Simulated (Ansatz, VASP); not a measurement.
This is a calculation of Ge for VASP 6.6.1.

Contents of INCAR:

```
SYSTEM = Ge
PREC     = Accurate       ! precision mode
ENCUT    = 520            ! plane-wave cutoff, eV
EDIFF    = 1E-6           ! SCF threshold, eV
ISMEAR   = -1             ! smearing method
SIGMA    = 0.05           ! smearing width, eV
LREAL    = .False.        ! projectors in reciprocal space
LASPH    = .True.         ! aspherical terms in the spheres
NELM     = 60             ! most SCF steps
ALGO     = Normal         ! electronic algorithm
ISIF     = 2              ! what is computed and relaxed
LWAVE    = .False.        ! write WAVECAR
LCHARG   = .False.        ! write CHGCAR
GGA      = PS             ! functional
NBANDS   = 21             ! bands
```

The input KPOINTS:

```
regular mesh
0
Gamma
  11 11 11
  0 0 0
```

POSCAR

```
Ge
1.0
   -2.4958980000      2.6508630000      1.4369470000
    2.4958980000     -2.6508630000      1.4369470000
    2.4958980000      2.6508630000     -1.4369470000
Ge
2
Direct
    0.3140570000      0.0640570000      0.2500000000
    0.6859430000      0.9359430000      0.7500000000
```

Potentials or basis: VASP PAW PBE potentials, release 64 (Ge_d).

Launch:

```console
$ cat potpaw_PBE.64/Ge_d/POTCAR > POTCAR
$ mpirun -np 1 vasp_std > vasp.out
```

Set up the same calculation for Ansatz 0.2.0. Potentials there: all-electron LAPW, scalar-relativistic.

As run (the cutoff follows the program's own potentials):

Contents of input.yaml:

```yaml
crystal:
  lattice:
    - [-2.495898, 2.650863, 1.436947]
    - [2.495898, -2.650863, 1.436947]
    - [2.495898, 2.650863, -1.436947]
  atoms:
    - { symbol: Ge, position: [0.314057, 0.064057, 0.25] }
    - { symbol: Ge, position: [0.685943, 0.935943, 0.75] }
kpoints:
  mp_grid: { grid: [11, 11, 11] }
scf:
  occupations: { method: fermi_dirac, width: 0.05 }
hamiltonian:
  xc: pbesol
  pseudopotentials: { kind: all_electron, lapw: { basis_error: 0.0005 } }
output:
  forces: true
  stress: true
  eigenvalues: true
```

Potentials or basis: all-electron LAPW, scalar-relativistic.

Command:

```sh
$ ansatz run input.yaml --threads 1 --pin off --max-ram 3072MiB --backend cpu --events-out ev --progress --plain --runs-dir out
```

Both were run:

|  | VASP | Ansatz | Ansatz less VASP |
| --- | --- | --- | --- |
| gap on the k mesh at the Fermi level (eV) | none | none | - |
| pressure (GPa) | -2.6 | -2.5 | +0.11 |
| largest component of the traceless stress (GPa) | 1.17 | 1.17 | -0.003 |
| rms of the force components (eV/Å) | 0.034 | 0.034 | -0.0002 |

Atom by atom the forces differ by 0.000 eV/Å (rms over components). A gap of «none» marks a metal or a gap that the smearing closes. Ansatz ran all-electron here, so the differences hold the error of VASP's frozen core and of both bases.

Caveats: the PAW data sets were made with another functional, which shifts forces and pressure a little (VASP).
